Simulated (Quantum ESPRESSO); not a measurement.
# Hf (P6_3/mmc) in Quantum ESPRESSO: further runs

Aim: see how the results for Hf move with the level of theory and the settings. Levels: PBE, LDA, PBEsol. Tasks: band structure.

All numbers are computed with Quantum ESPRESSO 7.5; they aren't measurements. Logs are shortened: lines on timing, memory, paths and dates and some standing lists are left out, and cuts for length are marked.

## Step 1: Starting point

Symmetry: P6_3/mmc, No. 194, hexagonal system. Conventional cell: a = 3.197 Å, b = 3.197 Å, c = 5.058 Å, α = 90.00°, β = 90.00°, γ = 120.00°. Around Hf (site symmetry -6m2) lie 12 Hf at 3.13 to 3.20 Å.

## Step 2: Band structure, PBE

pw.in reads:

```
&CONTROL
  calculation = 'scf'
  prefix = 'pwscf'
  outdir = './tmp'
  pseudo_dir = './pseudo'
  tprnfor = .true.
  tstress = .true.
  disk_io = 'low'
/
&SYSTEM
  ibrav = 0
  nat = 2
  ntyp = 1
  ecutwfc = 58
  nbnd = 19
  occupations = 'smearing'
  smearing = 'fd'
  degauss = 0.00367493
/
&ELECTRONS
  conv_thr = 4d-10
  electron_maxstep = 120
  mixing_beta = 0.5
/
ATOMIC_SPECIES
Hf   178.4900 Hf.upf
CELL_PARAMETERS angstrom
   3.1967000000    0.0000000000    0.0000000000
  -1.5983500000    2.7684234083    0.0000000000
   0.0000000000    0.0000000000    5.0578000000
ATOMIC_POSITIONS crystal
Hf     0.6666666667    0.3333333333    0.7500000000
Hf     0.3333333333    0.6666666667    0.2500000000
K_POINTS automatic
10 10 5 0 0 0
```

bands.in reads:

```
&CONTROL
  calculation = 'bands'
  prefix = 'pwscf'
  outdir = './tmp'
  pseudo_dir = './pseudo'
  disk_io = 'low'
  verbosity = 'high'
/
&SYSTEM
  ibrav = 0
  nat = 2
  ntyp = 1
  ecutwfc = 58
  nbnd = 19
  occupations = 'smearing'
  smearing = 'fd'
  degauss = 0.00367493
/
&ELECTRONS
  conv_thr = 1d-08
  electron_maxstep = 120
  mixing_beta = 0.5
  diago_full_acc = .true.
/
ATOMIC_SPECIES
Hf   178.4900 Hf.upf
CELL_PARAMETERS angstrom
   3.1967000000    0.0000000000    0.0000000000
  -1.5983500000    2.7684234083    0.0000000000
   0.0000000000    0.0000000000    5.0578000000
ATOMIC_POSITIONS crystal
Hf     0.6666666667    0.3333333333    0.7500000000
Hf     0.3333333333    0.6666666667    0.2500000000
K_POINTS crystal
60
 0.0000000000  0.0000000000  0.0000000000 1
 0.0714285714  0.0000000000  0.0000000000 1
 0.1428571429  0.0000000000  0.0000000000 1
 0.2142857143  0.0000000000  0.0000000000 1
 0.2857142857  0.0000000000  0.0000000000 1
 0.3571428571  0.0000000000  0.0000000000 1
 0.4285714286  0.0000000000  0.0000000000 1
 0.5000000000  0.0000000000  0.0000000000 1
 0.4583333333  0.0833333333  0.0000000000 1
 0.4166666667  0.1666666667  0.0000000000 1
 0.3750000000  0.2500000000  0.0000000000 1
 0.3333333333  0.3333333333  0.0000000000 1
 0.2962962963  0.2962962963  0.0000000000 1
 0.2592592593  0.2592592593  0.0000000000 1
 0.2222222222  0.2222222222  0.0000000000 1
 0.1851851852  0.1851851852  0.0000000000 1
 0.1481481481  0.1481481481  0.0000000000 1
 0.1111111111  0.1111111111  0.0000000000 1
 0.0740740741  0.0740740741  0.0000000000 1
 0.0370370370  0.0370370370  0.0000000000 1
 0.0000000000  0.0000000000  0.0000000000 1
 0.0000000000  0.0000000000  0.1250000000 1
 0.0000000000  0.0000000000  0.2500000000 1
 0.0000000000  0.0000000000  0.3750000000 1
 0.0000000000  0.0000000000  0.5000000000 1
 0.0625000000  0.0000000000  0.5000000000 1
 0.1250000000  0.0000000000  0.5000000000 1
 0.1875000000  0.0000000000  0.5000000000 1
 0.2500000000  0.0000000000  0.5000000000 1
 0.3125000000  0.0000000000  0.5000000000 1
 0.3750000000  0.0000000000  0.5000000000 1
 0.4375000000  0.0000000000  0.5000000000 1
 0.5000000000  0.0000000000  0.5000000000 1
 0.4666666667  0.0666666667  0.5000000000 1
 0.4333333333  0.1333333333  0.5000000000 1
 0.4000000000  0.2000000000  0.5000000000 1
 0.3666666667  0.2666666667  0.5000000000 1
 0.3333333333  0.3333333333  0.5000000000 1
 0.3030303030  0.3030303030  0.5000000000 1
 0.2727272727  0.2727272727  0.5000000000 1
 0.2424242424  0.2424242424  0.5000000000 1
 0.2121212121  0.2121212121  0.5000000000 1
 0.1818181818  0.1818181818  0.5000000000 1
 0.1515151515  0.1515151515  0.5000000000 1
 0.1212121212  0.1212121212  0.5000000000 1
 0.0909090909  0.0909090909  0.5000000000 1
 0.0606060606  0.0606060606  0.5000000000 1
 0.0303030303  0.0303030303  0.5000000000 1
 0.0000000000  0.0000000000  0.5000000000 1
 0.5000000000  0.0000000000  0.5000000000 1
 0.5000000000  0.0000000000  0.3750000000 1
 0.5000000000  0.0000000000  0.2500000000 1
 0.5000000000  0.0000000000  0.1250000000 1
 0.5000000000  0.0000000000  0.0000000000 1
 0.3333333333  0.3333333333  0.0000000000 1
 0.3333333333  0.3333333333  0.1000000000 1
 0.3333333333  0.3333333333  0.2000000000 1
 0.3333333333  0.3333333333  0.3000000000 1
 0.3333333333  0.3333333333  0.4000000000 1
 0.3333333333  0.3333333333  0.5000000000 1
```

Potentials or basis: PseudoDojo 0.4.1 SR PBE standard.

The run is started by

```console
> OMP_NUM_THREADS=1 pw.x -in pw.in > pw.out
> OMP_NUM_THREADS=1 pw.x -in bands.in > bands.out
```

pw.out:

```text
This program is part of the open-source Quantum ESPRESSO suite
     for quantum simulation of materials; please cite
[... 9 lines left out ...]
     --------------------
     sticks:   dense  smooth     PW     G-vecs:    dense   smooth      PW
     Sum         583     583    163                18101    18101    2911

     Using Slab Decomposition

     bravais-lattice index     =            0
     lattice parameter (alat)  =       6.0409  a.u.
     unit-cell volume          =     302.0596 (a.u.)^3
     number of atoms/cell      =            2
     number of atomic types    =            1
     number of electrons       =        24.00
     number of Kohn-Sham states=           19
     kinetic-energy cutoff     =      58.0000  Ry
     charge density cutoff     =     232.0000  Ry
     scf convergence threshold =      4.0E-10
     mixing beta               =       0.5000
     number of iterations used =            8  plain     mixing
     Exchange-correlation= PBE
                           (   1   4   3   4   0   0   0)

     celldm(1)=   6.040888  celldm(2)=   0.000000  celldm(3)=   0.000000
     celldm(4)=   0.000000  celldm(5)=   0.000000  celldm(6)=   0.000000

     crystal axes: (cart. coord. in units of alat)
               a(1) = (   1.000000   0.000000   0.000000 )
               a(2) = (  -0.500000   0.866025   0.000000 )
               a(3) = (   0.000000   0.000000   1.582194 )

     reciprocal axes: (cart. coord. in units 2 pi/alat)
               b(1) = (  1.000000  0.577350 -0.000000 )
               b(2) = (  0.000000  1.154701  0.000000 )
               b(3) = (  0.000000 -0.000000  0.632034 )

     PseudoPot. # 1 for Hf read from file:
     Hf.upf
     Pseudo is Norm-conserving + core correction, Zval = 12.0
     Generated using ONCVPSP code by D. R. Hamann
     Using radial grid of 1656 points,  8 beta functions with:
                l(1) =   0
                l(2) =   0
                l(3) =   1
                l(4) =   1
                l(5) =   2
                l(6) =   2
                l(7) =   3
                l(8) =   3

     atomic species   valence    mass     pseudopotential
     Hf               12.00   178.49000     Hf( 1.00)

     24 Sym. Ops., with inversion, found (12 have fractional translation)

   Cartesian axes

     site n.     atom                  positions (alat units)
         1        Hf     tau(   1) = (   0.5000000   0.2886751   1.1866456  )
         2        Hf     tau(   2) = (  -0.0000000   0.5773503   0.3955485  )

     number of k points=    42  Fermi-Dirac smearing, width (Ry)=  0.0037
                       cart. coord. in units 2pi/alat
        k(    1) = (   0.0000000   0.0000000   0.0000000), wk =   0.0040000
        k(    2) = (   0.0000000   0.0000000   0.1264067), wk =   0.0080000
        k(    3) = (   0.0000000   0.0000000   0.2528135), wk =   0.0080000
        k(    4) = (   0.0000000   0.1154701   0.0000000), wk =   0.0240000
        k(    5) = (   0.0000000   0.1154701   0.1264067), wk =   0.0480000
        k(    6) = (   0.0000000   0.1154701   0.2528135), wk =   0.0480000
[... 34 lines left out ...]
        k(   41) = (   0.3000000   0.5196152   0.1264067), wk =   0.0480000
        k(   42) = (   0.3000000   0.5196152   0.2528135), wk =   0.0480000

     Dense  grid:    18101 G-vectors     FFT dimensions: (  30,  30,  48)

     Initial potential from superposition of free atoms

     starting charge      23.9963, renormalised to      24.0000
     Starting wfcs are   20 randomized atomic wfcs

     Self-consistent Calculation

     iteration #  1     ecut=    58.00 Ry     beta= 0.50
     Davidson diagonalization with overlap
     ethr =  1.00E-02,  avg # of iterations =  2.5

     Threshold (ethr) on eigenvalues was too large:
     Diagonalizing with lowered threshold

     Davidson diagonalization with overlap
     ethr =  1.33E-04,  avg # of iterations =  4.3

     total energy              =    -225.65415178 Ry
     estimated scf accuracy    <       0.04035505 Ry

     iteration #  2     ecut=    58.00 Ry     beta= 0.50
     Davidson diagonalization with overlap
     ethr =  1.68E-04,  avg # of iterations =  1.7

     total energy              =    -225.65527027 Ry
     estimated scf accuracy    <       0.00515251 Ry

     iteration #  3     ecut=    58.00 Ry     beta= 0.50
     Davidson diagonalization with overlap
     ethr =  2.15E-05,  avg # of iterations =  2.7

     total energy              =    -225.65589738 Ry
     estimated scf accuracy    <       0.00020485 Ry

     iteration #  4     ecut=    58.00 Ry     beta= 0.50
     Davidson diagonalization with overlap
     ethr =  8.54E-07,  avg # of iterations =  4.5

     total energy              =    -225.65593461 Ry
     estimated scf accuracy    <       0.00000431 Ry

     iteration #  5     ecut=    58.00 Ry     beta= 0.50
     Davidson diagonalization with overlap
     ethr =  1.79E-08,  avg # of iterations =  4.3

     total energy              =    -225.65593601 Ry
     estimated scf accuracy    <       0.00000352 Ry

     iteration #  6     ecut=    58.00 Ry     beta= 0.50
     Davidson diagonalization with overlap
     ethr =  1.47E-08,  avg # of iterations =  2.0

     total energy              =    -225.65593680 Ry
     estimated scf accuracy    <       0.00000003 Ry

     iteration #  7     ecut=    58.00 Ry     beta= 0.50
     Davidson diagonalization with overlap
     ethr =  1.27E-10,  avg # of iterations =  2.9

     End of self-consistent calculation

          k = 0.0000 0.0000 0.0000 (  2297 PWs)   bands (ev):

   -47.3091 -47.2381 -16.4266 -15.6822 -15.6822 -15.5584 -15.5544 -15.5544
     7.2369  10.9090  15.2447  15.8053  15.8053  16.0832  16.6280  16.6280
    17.2684  17.2684  19.9710

          k = 0.0000 0.0000 0.1264 (  2273 PWs)   bands (ev):

   -47.3023 -47.2449 -16.3486 -15.6701 -15.6701 -15.6468 -15.5667 -15.5667
     7.6000  10.6918  14.8245  15.6460  15.6460  15.7719  16.3505  16.3505
    17.8177  17.8177  20.0800

          k = 0.0000 0.0000 0.2528 (  2261 PWs)   bands (ev):

   -47.2846 -47.2627 -16.1401 -15.8723 -15.6383 -15.6383 -15.5988 -15.5988
     8.5849   9.8327  14.5873  15.0826  15.5958  15.5958  15.8715  15.8715
    18.9027  18.9027  19.8353

          k = 0.0000 0.1155 0.0000 (  2275 PWs)   bands (ev):

   -47.3041 -47.2362 -16.4008 -15.7368 -15.7005 -15.6117 -15.5703 -15.5618
     7.5368  11.2037  14.8628  15.1697  16.0908  16.2913  16.5826  16.8985
    16.9119  16.9938  20.1905

          k = 0.0000 0.1155 0.1264 (  2262 PWs)   bands (ev):

   -47.2977 -47.2427 -16.3295 -15.7222 -15.6894 -15.6874 -15.5877 -15.5752
     7.8895  10.9865  14.4222  15.1938  15.8303  15.8717  16.2590  16.5740
    17.6648  17.7166  20.2208
[... 39 lines left out ...]
   -47.2573 -47.2432 -16.2126 -16.1200 -15.8262 -15.7354 -15.7134 -15.6770
    10.4014  11.3438  13.4995  14.0663  14.9776  15.4449  16.6476  17.4457
    19.1547  19.1817  19.9506

          k = 0.0000 0.4619 0.0000 (  2232 PWs)   bands (ev):

   -47.2569 -47.2256 -16.1981 -16.1160 -16.0566 -15.8418 -15.7369 -15.6344
    10.6964  12.1206  12.5982  13.8394  15.5420  15.5933  15.9792  19.7466
    19.7538  20.1398  21.0566

          k = 0.0000 0.4619 0.1264 (  2250 PWs)   bands (ev):

   -47.2539 -47.2286 -16.2747 -16.1314 -15.9806 -15.8224 -15.7174 -15.6546
    10.6997  12.0132  12.8734  13.7348  15.5556  15.8288  15.9187  19.3539
    19.6805  19.8917  20.8356

          k = 0.0000 0.4619 0.2528 (  2247 PWs)   bands (ev):

   -47.2461 -47.2364 -16.3004 -16.2402 -15.8270 -15.7712 -15.7310 -15.7071
    10.9206  11.4769  13.3995  13.8499  15.4063  15.6686  16.6590  17.9287
    19.8529  20.1485  20.5004

          k = 0.0000-0.5774 0.0000 (  2256 PWs)   bands (ev):

   -47.2495 -47.2262 -16.2519 -16.1053 -16.0598 -15.8574 -15.7790 -15.6437
    11.2650  11.8748  12.3952  13.8074  15.4168  15.4902  16.2991  20.5231
    21.0339  21.1026  21.5609

          k = 0.0000-0.5774 0.1264 (  2258 PWs)   bands (ev):

   -47.2473 -47.2284 -16.3096 -16.1758 -15.9590 -15.8374 -15.7468 -15.6645
    11.0331  11.8623  13.0255  13.3929  15.7253  15.8932  15.9650  19.7925
    20.6358  20.9930  21.2710

          k = 0.0000-0.5774 0.2528 (  2248 PWs)   bands (ev):

   -47.2414 -47.2342 -16.3400 -16.2862 -15.8179 -15.7847 -15.7394 -15.7186
    11.0372  11.4716  13.4206  13.7188  15.6073  16.0059  16.6265  18.0444
    20.7399  20.7952  20.8232

          k = 0.1000 0.1732 0.0000 (  2255 PWs)   bands (ev):

   -47.2950 -47.2330 -16.3517 -15.8217 -15.7688 -15.6805 -15.5943 -15.5855
     8.1074  11.7351  14.2742  14.5252  15.8429  16.2850  16.6856  16.8033
    16.9319  17.5254  20.4048

          k = 0.1000 0.1732 0.1264 (  2259 PWs)   bands (ev):

   -47.2891 -47.2390 -16.2950 -15.7986 -15.7948 -15.7141 -15.6065 -15.6003
     8.4364  11.5210  13.8657  14.6201  15.6897  16.0248  16.2200  16.9259
    17.5365  17.8984  20.3370

          k = 0.1000 0.1732 0.2528 (  2258 PWs)   bands (ev):

   -47.2737 -47.2545 -16.1434 -15.9494 -15.7395 -15.6987 -15.6515 -15.6375
     9.3474  10.5783  13.9264  14.6056  15.1273  15.6215  16.1984  16.4842
    18.6228  18.9910  19.7363

          k = 0.1000 0.2887 0.0000 (  2244 PWs)   bands (ev):

   -47.2795 -47.2286 -16.2631 -15.9678 -15.8961 -15.7607 -15.6421 -15.6228
     9.1333  12.4751  13.4953  13.8666  15.3752  15.6744  16.3946  17.5738
    17.8161  18.6420  20.6481

          k = 0.1000 0.2887 0.1264 (  2255 PWs)   bands (ev):
[... 97 lines left out ...]
   -47.2373 -47.2328 -16.2740 -16.2360 -15.9658 -15.8900 -15.7329 -15.6909
    11.8268  12.2433  13.5782  13.9760  14.3014  14.7666  16.8645  17.7409
    19.8974  20.3213  21.9667

          k = 0.3000 0.5196 0.0000 (  2233 PWs)   bands (ev):

   -47.2385 -47.2295 -16.1525 -16.0415 -15.9803 -15.9660 -15.8568 -15.8447
    12.4336  12.5076  13.0570  13.1126  14.9005  15.1692  16.5454  19.4946
    19.8399  20.4233  20.7316

          k = 0.3000 0.5196 0.1264 (  2253 PWs)   bands (ev):

   -47.2376 -47.2304 -16.1543 -16.1508 -16.0539 -15.8884 -15.8236 -15.7657
    12.4422  12.5445  13.1667  13.2362  14.7629  14.8291  16.5330  19.1106
    19.6262  20.4624  20.7736

          k = 0.3000 0.5196 0.2528 (  2255 PWs)   bands (ev):

   -47.2354 -47.2326 -16.2259 -16.2138 -16.0268 -15.9484 -15.7187 -15.6949
    12.4837  12.5533  13.3645  13.5346  14.3215  14.5722  16.7388  17.6113
    19.7289  20.0673  22.1656

     the Fermi energy is    14.6119 ev

!    total energy              =    -225.65593681 Ry
     estimated scf accuracy    <          1.1E-10 Ry
     smearing contrib. (-TS)   =      -0.00081251 Ry
     internal energy E=F+TS    =    -225.65512430 Ry

     The total energy is F=E-TS. E is the sum of the following terms:
     one-electron contribution =     -40.79861684 Ry
     hartree contribution      =      28.32630938 Ry
     xc contribution           =     -57.01345039 Ry
     ewald contribution        =    -156.16936644 Ry

     convergence has been achieved in   7 iterations

     Forces acting on atoms (cartesian axes, Ry/au):

     atom    1 type  1   force =     0.00000000    0.00000000    0.00000000
     atom    2 type  1   force =     0.00000000    0.00000000    0.00000000

     Total force =     0.000000     Total SCF correction =     0.000000

     Computing stress (Cartesian axis) and pressure

          total   stress  (Ry/bohr**3)                   (kbar)     P=        6.40
   0.00005185  -0.00000000   0.00000000            7.63       -0.00        0.00
  -0.00000000   0.00005185   0.00000000           -0.00        7.63        0.00
   0.00000000   0.00000000   0.00002672            0.00        0.00        3.93

=------------------------------------------------------------------------------=
   JOB DONE.
=------------------------------------------------------------------------------=
```

Run time: 39 s. Hardware: 1 thread of Arm Neoverse V2, shared host; peak memory 0.09 GiB.

Results:

```yaml
Free_energy: -3070.2054 eV
Pressure: 0.6 GPa
Band_gap_on_the_k_mesh: none (metal or under the smearing width)
```

Stress tensor (GPa, compression positive):
```
0.76 0.00 0.00
0.00 0.76 0.00
0.00 0.00 0.39
```

Levels at the corners of the path, in eV from the Fermi level:
| point | band 8 | band 9 | band 10 | band 11 | band 12 | band 13 | band 14 | band 15 | band 16 | band 17 |
| --- | --- | --- | --- | --- | --- | --- | --- | --- | --- | --- |
| Γ | -30.17 | -7.37 | -3.70 | 0.63 | 1.19 | 1.19 | 1.47 | 2.02 | 2.02 | 2.66 |
| M | -30.26 | -3.35 | -2.74 | -2.22 | -0.80 | 0.80 | 0.88 | 1.69 | 5.91 | 6.42 |
| K | -30.48 | -2.12 | -1.79 | -1.79 | -1.43 | 0.38 | 0.38 | 2.06 | 5.22 | 5.22 |
| Γ | -30.17 | -7.37 | -3.70 | 0.63 | 1.19 | 1.19 | 1.47 | 2.02 | 2.02 | 2.66 |
| A | -30.23 | -5.40 | -5.40 | 0.16 | 0.16 | 1.08 | 1.08 | 1.08 | 1.08 | 4.82 |
| L | -30.36 | -3.40 | -3.40 | -0.98 | -0.98 | 1.18 | 1.18 | 2.67 | 2.67 | 6.11 |
| H | -30.30 | -1.75 | -1.75 | -1.45 | -1.45 | -0.19 | -0.19 | 2.54 | 2.54 | 5.08 |
| A | -30.23 | -5.40 | -5.40 | 0.16 | 0.16 | 1.08 | 1.08 | 1.08 | 1.08 | 4.82 |
| L | -30.36 | -3.40 | -3.40 | -0.98 | -0.98 | 1.18 | 1.18 | 2.67 | 2.67 | 6.11 |
| M | -30.26 | -3.35 | -2.74 | -2.22 | -0.80 | 0.80 | 0.88 | 1.69 | 5.91 | 6.42 |
| K | -30.48 | -2.12 | -1.79 | -1.79 | -1.43 | 0.38 | 0.38 | 2.06 | 5.22 | 5.22 |
| H | -30.30 | -1.75 | -1.75 | -1.45 | -1.45 | -0.19 | -0.19 | 2.54 | 2.54 | 5.08 |

Caveat: spin-orbit coupling is left out, which moves the levels of the heavy elements.

## Step 3: Band structure, PBE, spin-orbit coupling, no magnetisation

pw.in reads:

```
&CONTROL
  calculation = 'scf'
  prefix = 'pwscf'
  outdir = './tmp'
  pseudo_dir = './pseudo'
  tprnfor = .true.
  tstress = .true.
  disk_io = 'low'
/
&SYSTEM
  ibrav = 0
  A = 3.1967
  nat = 2
  ntyp = 1
  ecutwfc = 58
  nbnd = 38
  occupations = 'smearing'
  smearing = 'fd'
  degauss = 0.00367493
  noncolin = .true.
  lspinorb = .true.
/
&ELECTRONS
  conv_thr = 4d-10
  electron_maxstep = 120
  mixing_beta = 0.5
/
ATOMIC_SPECIES
Hf   178.4900 Hf.upf
CELL_PARAMETERS alat
   1.0000000000    0.0000000000    0.0000000000
  -0.5000000000    0.8660254038    0.0000000000
   0.0000000000    0.0000000000    1.5821941377
ATOMIC_POSITIONS alat
Hf     0.5000000000    0.2886751346    1.1866456033
Hf    -0.0000000001    0.5773502692    0.3955485344
K_POINTS automatic
10 10 5 0 0 0
```

bands.in, as its differences from that of step 2:

```diff
@@ -10,2 +10,3 @@
   ibrav = 0
+  A = 3.1967
   nat = 2
@@ -13,3 +14,3 @@
   ecutwfc = 58
-  nbnd = 19
+  nbnd = 38
   occupations = 'smearing'
@@ -17,2 +18,4 @@
   degauss = 0.00367493
+  noncolin = .true.
+  lspinorb = .true.
 /
@@ -26,9 +29,9 @@
 Hf   178.4900 Hf.upf
-CELL_PARAMETERS angstrom
-   3.1967000000    0.0000000000    0.0000000000
-  -1.5983500000    2.7684234083    0.0000000000
-   0.0000000000    0.0000000000    5.0578000000
-ATOMIC_POSITIONS crystal
-Hf     0.6666666667    0.3333333333    0.7500000000
-Hf     0.3333333333    0.6666666667    0.2500000000
+CELL_PARAMETERS alat
+   1.0000000000    0.0000000000    0.0000000000
+  -0.5000000000    0.8660254038    0.0000000000
+   0.0000000000    0.0000000000    1.5821941377
+ATOMIC_POSITIONS alat
+Hf     0.5000000000    0.2886751346    1.1866456033
+Hf    -0.0000000001    0.5773502692    0.3955485344
 K_POINTS crystal
```

Potentials or basis: PseudoDojo 0.4 FR PBE standard.

The run is started by

```console
> OMP_NUM_THREADS=1 pw.x -in pw.in > pw.out
> OMP_NUM_THREADS=1 pw.x -in bands.in > bands.out
```

Wall time 3.9 min (1 thread of Arm Neoverse V2, shared host); peak memory 0.2 GiB.

The run converged. Its results:

```yaml
Free_energy: -3076.8506 eV
Pressure: 0.5 GPa
Band_gap_on_the_k_mesh: none (metal or under the smearing width)
```

Stress tensor (GPa, compression positive):
```
0.67 0.00 0.00
0.00 0.67 0.00
0.00 0.00 0.31
```

Levels at the corners of the path, in eV from the Fermi level:
```csv
point,band 21,band 22,band 23,band 24,band 25,band 26,band 27,band 28
Γ,0.58,0.58,1.02,1.02,1.40,1.40,1.43,1.43
M,-2.22,-2.22,-0.81,-0.81,0.75,0.75,0.86,0.86
K,-1.63,-1.63,-1.46,-1.46,0.31,0.31,0.42,0.42
Γ,0.58,0.58,1.02,1.02,1.40,1.40,1.43,1.43
A,0.15,0.15,0.15,0.15,0.95,0.95,0.95,0.95
L,-0.97,-0.97,-0.97,-0.97,1.11,1.11,1.11,1.11
H,-1.61,-1.61,-1.32,-1.32,-0.37,-0.37,-0.06,-0.06
A,0.15,0.15,0.15,0.15,0.95,0.95,0.95,0.95
L,-0.97,-0.97,-0.97,-0.97,1.11,1.11,1.11,1.11
M,-2.22,-2.22,-0.81,-0.81,0.75,0.75,0.86,0.86
K,-1.63,-1.63,-1.46,-1.46,0.31,0.31,0.42,0.42
H,-1.61,-1.61,-1.32,-1.32,-0.37,-0.37,-0.06,-0.06
```

(Continued in part 2 of 2.)
